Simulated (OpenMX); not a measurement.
Wanted: the native input for an OpenMX 3.8.5 run.

| Quantity | Value |
| --- | --- |
| Task | single point |
| Functional | PBE |
| Potentials or basis | OpenMX 2013 PBE set, Ni6.0H-s2p2d1, Al7.0-s2p1d1, grid cutoff 700 Ry |
| k mesh | 7 × 7 × 7 |
| Occupations | fermi-dirac, width 0.05 eV |
| Spin | collinear spin, ferromagnetic start |
| Starting moments | [1.0, 0.0] μB |
| Mixing scheme | rmm-diisk |
| SCF threshold | 1e-08 Ha |
| Solver | band |
| Max SCF cycles | 160 |

AlNi:

```xyz
2
Lattice="2.8810 0.0000 0.0000 0.0000 2.8810 0.0000 0.0000 0.0000 2.8810" Properties=species:S:1:pos:R:3 pbc="T T T"
Ni    1.3905    1.4405    1.4405
Al    0.0000    0.0000    0.0000
```

The cell isn't the ideal one: atom 1 moved by [-0.05, 0.0, 0.0] A.

One way to write it, as run:

AlNi.dat

```
System.CurrrentDirectory             ./
System.Name                          AlNi
DATA.PATH                            ./DFT_DATA13
level.of.stdout                      1
level.of.fileout                     0
Species.Number                       2
<Definition.of.Atomic.Species
  Ni  Ni6.0H-s2p2d1          Ni_PBE13H
  Al  Al7.0-s2p1d1           Al_PBE13
Definition.of.Atomic.Species>

Atoms.Number                         2
Atoms.SpeciesAndCoordinates.Unit     FRAC
<Atoms.SpeciesAndCoordinates
    1  Ni    0.4826449150    0.5000000000    0.5000000000   9.500  8.500
    2  Al    0.0000000000    0.0000000000    0.0000000000   1.500  1.500
Atoms.SpeciesAndCoordinates>

Atoms.UnitVectors.Unit               Ang
<Atoms.UnitVectors
     2.8810000000    0.0000000000    0.0000000000
     0.0000000000    2.8810000000    0.0000000000
     0.0000000000    0.0000000000    2.8810000000
Atoms.UnitVectors>

scf.XcType                           GGA-PBE
scf.SpinPolarization                 on
scf.ElectronicTemperature            580.226
scf.energycutoff                     700.0
scf.maxIter                          160
scf.EigenvalueSolver                 band
scf.Kgrid                            7 7 7
scf.Mixing.Type                      rmm-diisk
scf.Init.Mixing.Weight               0.01
scf.Min.Mixing.Weight                0.001
scf.Max.Mixing.Weight                0.2
scf.Mixing.History                   40
scf.Mixing.StartPulay                15
scf.criterion                        1.0e-8
MD.Type                              nomd
scf.fixed.grid                       0.000000000000 0.000000000000 0.000000000000
```

Potentials or basis: OpenMX 2013 PBE set, Ni6.0H-s2p2d1, Al7.0-s2p1d1, grid cutoff 700 Ry.

Command:

```console
$ openmx AlNi.dat -nt 1 > AlNi.std
```

It gave:

```
Largest force          : 0.347 eV/Å
Band gap on the k mesh : none (metal or under the smearing width)
Net moment             : 0.00 μB per cell
Mulliken charges       : Ni -0.16; Al +0.16 e
```

Caveat: Mulliken charges move with the basis; the basis of atomic orbitals isn't converged, which shifts pressures, moduli and gaps.

It took 2.5 min on 1 thread of Intel(R) Xeon(R) 6975P-C (Granite Rapids) (shared host), peak memory 1.2 GiB.
